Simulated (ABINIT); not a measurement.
**BaTe (Fm-3m): G0W0 in ABINIT against the exchange cutoff**

Wanted: the cheapest exchange cutoff that holds the gap of BaTe (Fm-3m).

Calculated with ABINIT 10.8.3; PBE and many-body steps on it, plane waves.

The database entry behind the starting cell differs from later determinations by our own check (about 0.2 % short), so it need not match the best structure at ambient conditions.

## 1. The structure

Symmetry: Fm-3m, No. 225, cubic system. The conventional cell has a = 6.986 Å, b = 6.986 Å, c = 6.986 Å, α = 90.00°, β = 90.00°, γ = 90.00°. Nearest to Ba lie 6 Te at 3.49 Å. Nearest to Te lie 6 Ba at 3.49 Å. Farther neighbours and most contacts between anions are not listed.

The cell and positions come from the Crystallography Open Database and are kept as given unless a step says otherwise. Spin-orbit coupling is left out unless a step names it.

## 2. Screening, 2×2×2 mesh, 48 bands, screening to 106.1 eV

This step: ABINIT 10.8.3; RPA screening on PBE, plane waves, norm-conserving pseudopotentials.

The RPA dielectric matrix is built and inverted for each q.

run.abi

```
acell 3*1.0 Angstrom
rprim 
  -0.000000000000 3.493000000000 3.493000000000
  3.493000000000 -0.000000000000 3.493000000000
  3.493000000000 3.493000000000 -0.000000000000
ntypat 2
znucl 56 52
natom 2
typat 1 2
xred 
  0.000000000000 0.000000000000 0.000000000000
  0.500000000000 0.500000000000 0.500000000000
pp_dirpath "pseudos"
pseudos "Ba.upf, Te.upf"
ecut 34
ngkpt 2 2 2
nshiftk 1
shiftk 0 0 0
kptopt 1
chksymbreak 0
istwfk *1
occopt 1
irdwfk 1
optdriver 3
nband 48
ecuteps 3.9
inclvkb 2
awtr 1
symchi 1
indata_prefix "in"
outdata_prefix "out"
tmpdata_prefix "tmp"
```

Launch:

```console
OMP_NUM_THREADS=1 mpirun -n 4 abinit run.abi > log
```

The program printed:

```text
.Version 10.8.3 of ABINIT. v10.8.2 released Aug 2026.

 Symmetries : space group Fm -3 m (#225); Bravais cF (face-center cubic)
[... echo of the input left out ...]
== DATASET  1 ==================================================================
-   mpi_nproc: 4, omp_nthreads: 1 (-1 if OMP is not activated)

--- !DatasetInfo
iteration_state: {dtset: 1, }
dimensions: {natom: 2, nkpt: 3, mband: 48, nsppol: 1, nspinor: 1, nspden: 1, mpw: 5577, }
cutoff_energies: {ecut:  34.0, pawecutdg:  -1.0, }
electrons: {nelect:   2.60000000E+01, charge:   0.00000000E+00, occopt:   1.00000000E+00, tsmear:   1.00000000E-02, }

 SCREENING: Calculation of the susceptibility and dielectric matrices

 Based on a program developped by R.W. Godby, V. Olevano, G. Onida, and L. Reining.
 Incorporated in ABINIT by V. Olevano, G.-M. Rignanese, and M. Torrent.
.Using double precision arithmetic ; gwpc =  8

[... cell and pseudopotentials left out ...]
--------------------------------------------------------------------------------

 ==== K-mesh for the wavefunctions ====
 Number of points in the irreducible wedge :     3
[... list of points left out ...]
 Together with 48 symmetry operations and time-reversal symmetry
 yields     8 points in the full Brillouin Zone.

 ==== Q-mesh for the screening function ====
 Number of points in the irreducible wedge :     3
[... list of points left out ...]
 Together with 48 symmetry operations and time-reversal symmetry
 yields     8 points in the full Brillouin Zone.

 setmesh: FFT mesh size selected  =    36x   36x   36
          total number of points  =        46656

 vcoul_init : cutoff-mode = AUXILIARY_FUNCTION
 q-points for optical limit:   1
     1)      0.000010    0.000020    0.000030

- screening: taking advantage of time-reversal symmetry
- Maximum band index for partially occupied states nbvw = 13
- Remaining bands to be divided among processors   nbcw = 35
- Number of bands treated by each node ~8

 Number of electrons calculated from density =   26.0000; Expected =   26.0000
 average of density, n =  0.045201
 r_s =    1.7415
 omega_plasma =   20.5084 [eV]

 calculating chi0 at frequencies [eV] :
  1    0.000000E+00    0.000000E+00
  2    0.000000E+00    2.050837E+01

--------------------------------------------------------------------------------
  q-point number  1        q = ( 0.000000, 0.000000, 0.000000) [r.l.u.]
--------------------------------------------------------------------------------
[... chi0 elements left out ...]
 For q-point:  0.000010 0.000020 0.000030
  dielectric constant =  11.8444
  dielectric constant without local fields =  14.2632

  Average fulfillment of the sum rule on Im[epsilon] for q-point    1 :     46.19  [%]
[... wings left out ...]
  q-point number  2        q = ( 0.500000, 0.000000, 0.000000) [r.l.u.]
--------------------------------------------------------------------------------
[... chi0 elements left out ...]
  Average fulfillment of the sum rule on Im[epsilon] for q-point    2 :     56.76  [%]

 [... 1 further q-points ...]
```

Wall time 6.6 s (4 MPI ranks of Arm Neoverse N1, shared host); peak memory 0.6 GiB.

This step gave:

| Quantity | Value |
| --- | --- |
| ε∞ with local fields, on this mesh, along the program's q direction | 11.84 |
| the same without local fields | 14.26 |
| plasma frequency | 20.51 eV |
| plane waves in the screening matrix | 181 |

Local fields lower ε∞ by 17 %. On a Γ-centred mesh this coarse the value itself is usually too large, while a short band sum pulls it down.

## 3. 3.4 Ha

This step: G0W0 on PBE, plane waves, norm-conserving pseudopotentials.

run.abi, as its differences from that of step 2:

```diff
@@ -23,8 +23,17 @@
 irdwfk 1
-optdriver 3
+optdriver 4
 nband 48
+gwcalctyp 0
+ecutsigx 3.4
+symsigma 1
+nkptgw 2
+kptgw 
+  0.0000000000 0.0000000000 0.0000000000
+  0.5000000000 0.5000000000 0.0000000000
+bdgw 
+  11 17
+  12 15
 ecuteps 3.9
-inclvkb 2
-awtr 1
-symchi 1
+irdscr 1
+ppmodel 1
 indata_prefix "in"
```

The program printed:

```text
.Version 10.8.3 of ABINIT. v10.8.2 released Aug 2026.

 Symmetries : space group Fm -3 m (#225); Bravais cF (face-center cubic)
[... echo of the input left out ...]
== DATASET  1 ==================================================================
-   mpi_nproc: 4, omp_nthreads: 1 (-1 if OMP is not activated)

--- !DatasetInfo
iteration_state: {dtset: 1, }
dimensions: {natom: 2, nkpt: 3, mband: 48, nsppol: 1, nspinor: 1, nspden: 1, mpw: 5577, }
cutoff_energies: {ecut:  34.0, pawecutdg:  -1.0, }
electrons: {nelect:   2.60000000E+01, charge:   0.00000000E+00, occopt:   1.00000000E+00, tsmear:   1.00000000E-02, }

 SIGMA: Calculation of the GW corrections

 Based on a program developped by R.W. Godby, V. Olevano, G. Onida, and L. Reining.
 Incorporated in ABINIT by V. Olevano, G.-M. Rignanese, and M. Torrent.
.Using double precision arithmetic ; gwpc =  8

[... cell and pseudopotentials left out ...]
--------------------------------------------------------------------------------

 ==== K-mesh for the wavefunctions ====
 Number of points in the irreducible wedge :     3
[... list of points left out ...]
 Together with 48 symmetry operations and time-reversal symmetry
 yields     8 points in the full Brillouin Zone.

 ==== Q-mesh for screening function ====
 Number of points in the irreducible wedge :     3
[... list of points left out ...]
 Together with 48 symmetry operations and time-reversal symmetry
 yields     8 points in the full Brillouin Zone.

 vcoul_init : cutoff-mode = AUXILIARY_FUNCTION
 q-points for optical limit:   1
     1)      0.000010    0.000020    0.000030
 setmesh: FFT mesh size selected  =    32x   32x   32
          total number of points  =        32768

 Number of electrons calculated from density =   26.0000; Expected =   26.0000
 average of density, n =  0.045201
 r_s =    1.7415
 omega_plasma =   20.5084 [eV]

 === KS Band Gaps ===
  >>>> For spin  1
   Minimum direct gap =   1.9141 [eV], located at k-point      :   0.5000  0.5000  0.0000
   Fundamental gap    =   1.5408 [eV], Top of valence bands at :   0.0000  0.0000  0.0000
                                       Bottom of conduction at :   0.5000  0.5000  0.0000
 SIGMA fundamental parameters:
 PLASMON POLE MODEL  1
 number of plane-waves for SigmaX                  169
 number of plane-waves for SigmaC and W            169
 number of plane-waves for wavefunctions          5577
 number of bands                                    48
 number of independent spin polarizations            1
 number of spinorial components                      1
 number of k-points in IBZ                           3
 number of q-points in IBZ                           3
 number of symmetry operations                      48
 number of k-points in BZ                            8
 number of q-points in BZ                            8
 number of frequencies for dSigma/dE                 9
 frequency step for dSigma/dE [eV]                0.25
 number of omega for Sigma on real axis              0
 max omega for Sigma on real axis  [eV]           0.00
 zcut for avoiding poles [eV]                     0.10

 EPSILON^-1 parameters (SCR file):
 dimension of the eps^-1 matrix on file            181
 dimension of the eps^-1 matrix used               169
 number of plane-waves for wavefunctions          5577
 number of bands                                    48
 number of q-points in IBZ                           3
 number of frequencies                               2
 number of real frequencies                          1
 number of imag frequencies                          1

 matrix elements of self-energy operator (all in [eV])

 Perturbative Calculation

--- !SelfEnergy_ee
iteration_state: {dtset: 1, }
kpoint     : [   0.000,    0.000,    0.000, ]
spin       : 1
KS_gap     :    2.952
QP_gap     :    4.034
Delta_QP_KS:    1.083
data: !SigmaeeData |
     Band     E0 <VxcDFT>   SigX SigC(E0)      Z dSigC/dE  Sig(E)    E-E0       E
       11   3.636 -11.650 -14.161   2.329   0.802  -0.246 -11.796  -0.147   3.489
       12   3.636 -11.650 -14.161   2.329   0.802  -0.246 -11.796  -0.147   3.489
       13   3.636 -11.650 -14.161   2.329   0.802  -0.246 -11.796  -0.147   3.489
       14   6.588  -8.112  -3.662  -3.316   0.825  -0.212  -7.176   0.936   7.524
       15   6.594  -8.447  -3.906  -3.358   0.820  -0.220  -7.477   0.969   7.563
       16   6.594  -8.447  -3.906  -3.358   0.820  -0.220  -7.477   0.969   7.563
       17   6.594  -8.447  -3.906  -3.358   0.820  -0.220  -7.477   0.969   7.563

--- !SelfEnergy_ee
iteration_state: {dtset: 1, }
kpoint     : [   0.500,    0.500,    0.000, ]
spin       : 1
KS_gap     :    1.914
QP_gap     :    2.769
Delta_QP_KS:    0.855
data: !SigmaeeData |
     Band     E0 <VxcDFT>   SigX SigC(E0)      Z dSigC/dE  Sig(E)    E-E0       E
       12   3.263 -11.355 -13.864   2.290   0.801  -0.249 -11.530  -0.176   3.087
       13   3.263 -11.355 -13.864   2.290   0.801  -0.249 -11.530  -0.176   3.087
       14   5.177  -7.544  -3.538  -3.176   0.819  -0.221  -6.864   0.679   5.856
       15   8.114 -10.441  -5.330  -3.273   0.818  -0.222  -8.937   1.504   9.617

== END DATASET(S) ==============================================================
================================================================================

 -outvars: echo values of variables after computation  --------
           etotal      0.0000000000E+00
            nband          48
             nkpt           3
          spgroup         225
 [... the other variables as echoed above ...]

 Calculation completed.
```

The job ended after 5.4 s (4 MPI ranks; peak memory 0.19 GiB; 21 s of CPU time).

This step gave:

* G0W0 gap on the points computed: 2.367 eV
* starting gap on the mesh: 1.541 eV
* k of the valence top: 0, 0, 0
* k of the conduction bottom: 0.5, 0.5, 0
* Z at the valence top: 0.802
* Z at the conduction bottom: 0.819
* least direct G0W0 gap on the computed points: 2.769 eV

## 4. 6.8 Ha

run.abi, as its differences from that of step 3:

```diff
@@ -26,3 +26,3 @@
 gwcalctyp 0
-ecutsigx 3.4
+ecutsigx 6.8
 symsigma 1
```

The program printed:

```text
.Version 10.8.3 of ABINIT. v10.8.2 released Aug 2026.

 Symmetries : space group Fm -3 m (#225); Bravais cF (face-center cubic)
[... echo of the input left out ...]
== DATASET  1 ==================================================================
-   mpi_nproc: 4, omp_nthreads: 1 (-1 if OMP is not activated)

--- !DatasetInfo
iteration_state: {dtset: 1, }
dimensions: {natom: 2, nkpt: 3, mband: 48, nsppol: 1, nspinor: 1, nspden: 1, mpw: 5577, }
cutoff_energies: {ecut:  34.0, pawecutdg:  -1.0, }
electrons: {nelect:   2.60000000E+01, charge:   0.00000000E+00, occopt:   1.00000000E+00, tsmear:   1.00000000E-02, }

 SIGMA: Calculation of the GW corrections

 Based on a program developped by R.W. Godby, V. Olevano, G. Onida, and L. Reining.
 Incorporated in ABINIT by V. Olevano, G.-M. Rignanese, and M. Torrent.
.Using double precision arithmetic ; gwpc =  8

[... cell and pseudopotentials left out ...]
--------------------------------------------------------------------------------

 ==== K-mesh for the wavefunctions ====
 Number of points in the irreducible wedge :     3
[... list of points left out ...]
 Together with 48 symmetry operations and time-reversal symmetry
 yields     8 points in the full Brillouin Zone.

 ==== Q-mesh for screening function ====
 Number of points in the irreducible wedge :     3
[... list of points left out ...]
 Together with 48 symmetry operations and time-reversal symmetry
 yields     8 points in the full Brillouin Zone.

 vcoul_init : cutoff-mode = AUXILIARY_FUNCTION
 q-points for optical limit:   1
     1)      0.000010    0.000020    0.000030
 setmesh: FFT mesh size selected  =    36x   36x   36
          total number of points  =        46656

 Number of electrons calculated from density =   26.0000; Expected =   26.0000
[...]
number of omega for Sigma on real axis              0
 max omega for Sigma on real axis  [eV]           0.00
 zcut for avoiding poles [eV]                     0.10

 EPSILON^-1 parameters (SCR file):
 dimension of the eps^-1 matrix on file            181
 dimension of the eps^-1 matrix used               181
 number of plane-waves for wavefunctions          5577
 number of bands                                    48
 number of q-points in IBZ                           3
 number of frequencies                               2
 number of real frequencies                          1
 number of imag frequencies                          1

 matrix elements of self-energy operator (all in [eV])

 Perturbative Calculation

--- !SelfEnergy_ee
iteration_state: {dtset: 1, }
kpoint     : [   0.000,    0.000,    0.000, ]
spin       : 1
KS_gap     :    2.952
QP_gap     :    3.950
Delta_QP_KS:    0.998
data: !SigmaeeData |
     Band     E0 <VxcDFT>   SigX SigC(E0)      Z dSigC/dE  Sig(E)    E-E0       E
       11   3.636 -11.650 -14.470   2.328   0.802  -0.246 -12.045  -0.395   3.241
       12   3.636 -11.650 -14.470   2.328   0.802  -0.246 -12.045  -0.395   3.241
       13   3.636 -11.650 -14.470   2.328   0.802  -0.246 -12.045  -0.395   3.241
[...]
--- !SelfEnergy_ee
iteration_state: {dtset: 1, }
kpoint     : [   0.500,    0.500,    0.000, ]
spin       : 1
KS_gap     :    1.914
QP_gap     :    2.942
Delta_QP_KS:    1.028
data: !SigmaeeData |
     Band     E0 <VxcDFT>   SigX SigC(E0)      Z dSigC/dE  Sig(E)    E-E0       E
[...]
14   5.177  -7.544  -3.616  -3.175   0.819  -0.221  -6.927   0.617   5.794
       15   8.114 -10.441  -5.507  -3.274   0.818  -0.223  -9.083   1.358   9.472

== END DATASET(S) ==============================================================
================================================================================

 -outvars: echo values of variables after computation  --------
           etotal      0.0000000000E+00
            nband          48
             nkpt           3
          spgroup         225
 [... the other variables as echoed above ...]

 Calculation completed.
```

Elapsed: 5.9 s, on 4 MPI ranks; peak memory 0.19 GiB; 23 s of CPU time.

This step gave:

```
G0W0 gap on the points computed              : 2.553 eV
starting gap on the mesh                     : 1.541 eV
k of the valence top                         : 0, 0, 0
k of the conduction bottom                   : 0.5, 0.5, 0
Z at the valence top                         : 0.802
Z at the conduction bottom                   : 0.819
least direct G0W0 gap on the computed points : 2.942 eV
```

(Continued in part 2 of 2.)

[Paths, hosts, dates, memory and timing lines, banners, echoed tables and standing remarks are left out of the program output.]

[Logs are printed without paths, hosts, clocks, repeated set-up lines and the standing remarks that a program may print on its own settings, such as how far it seeks lower states.]

[Runs of the session that timed out or met a known fault of the program may be left out.]

[Hosts, paths, dates, database ids (printed as entryN), source tags and the programs' standing remarks are cut or masked in the printed files.]

[G0W0 gaps are taken among the corrected bands and points alone; a level outside them can change the order at an edge.]

[Where Ansatz stands beside ABINIT at settings called matched, ABINIT's density can come from a denser mesh and the files from another edition; pairs whose starting gaps differed by over 0.03 eV were left out, so agreement reads better than it is.]
